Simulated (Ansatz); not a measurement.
Crystal: TiSi2.

```
Ti Si
1.0
     0.00000    4.11752    4.26290
     2.38951    0.00000    4.26290
     2.38951    4.11752    0.00000
Ti Si
2 4
Direct
  0.75000 0.75000 0.75000
  0.50000 0.50000 0.50000
  0.41257 0.08743 0.41257
  0.08743 0.41257 0.08743
  0.16257 0.83743 0.16257
  0.83743 0.16257 0.83743
```

The cell is a database's computed one.

Base run:

| Item | Value |
| --- | --- |
| Program | Ansatz 0.2.0 |
| Functional | RPBE |
| Potentials or basis | Ansatz PAW |
| Cutoff | 420 eV (not typed: the program's choice for these potentials) |
| k mesh | 7 × 7 × 7 |
| Occupations | fermi-dirac, width 0.05 eV |
| Spin | no spin polarisation |

Its results: band gap on the k mesh none (metal or under the smearing width); pressure 4.7 GPa; largest force 0.007 eV/Å.

Q: After a change of settings the same cell gave: band gap on the k mesh none (metal or under the smearing width); pressure 8.9 GPa; largest force 0.017 eV/Å. Which change was it?
A. functional from RPBE to LDA
B. functional from RPBE to PBEsol
C. functional from RPBE to BLYP
D. functional from RPBE to revPBE

A: C.

Caveats: the PAW data sets come from PBE, with cores solved anew for the run's functional, which leaves a small shift of forces and pressure; the density of states is complete only up to the lowest level of the last band computed.

Runs at the PBE level aren't shown here.
